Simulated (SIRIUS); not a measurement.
GaAs under changes of volume

One of the cells (22.590 Å³/atom); the others are scaled copies at fixed shape and fractional positions:

```xyz
2
Lattice="0.0000 2.8268 2.8268 2.8268 0.0000 2.8268 2.8268 2.8268 0.0000" Properties=species:S:1:pos:R:3 pbc="T T T"
As    4.2403    4.2403    4.2403
Ga    0.0000    0.0000    0.0000
```

| Property | Result |
| --- | --- |
| Program | SIRIUS 7.12.0 |
| Functional | LDA |
| Potentials or basis | all-electron FP-LAPW |
| Cutoff | 193 eV |
| Basis | apw+lo standard |
| k mesh | 8 × 8 × 8 |
| Occupations | fermi-dirac, width 0.05 eV |
| Spin | no spin polarisation |

| volume (Å³/atom) | energy over the lowest point (meV/atom) | gap on the mesh (eV) |
| --- | --- | --- |
| 21.234 | 5.26 | 0.75 |
| 21.686 | 0.33 | 0.59 |
| 22.138 | 0.00 | 0.43 |
| 22.590 | 3.24 | 0.28 |
| 23.041 | ? | ? |
| 23.493 | 20.82 | none |
| 23.945 | 34.21 | none |

**Question.** What does the run at 23.041 Å³/atom give?

**Answer.** Energy over the lowest point 10.15 meV/atom; gap on the mesh 0.13 eV.

Worked out: A Birch-Murnaghan fit of order 3 (a polynomial in V^(-2/3)) to the other rows has its minimum at 21.97 Å³/atom with B0 = V·E''(V) = 71 GPa and B' = 3.3. It gives 10.39 meV/atom at 23.041 Å³/atom, against the run's 10.15.

Energies are extrapolated to zero smearing.

Spin-orbit coupling on As, Ga is left out.

A gap of «none» marks a metal or a gap under the smearing width.
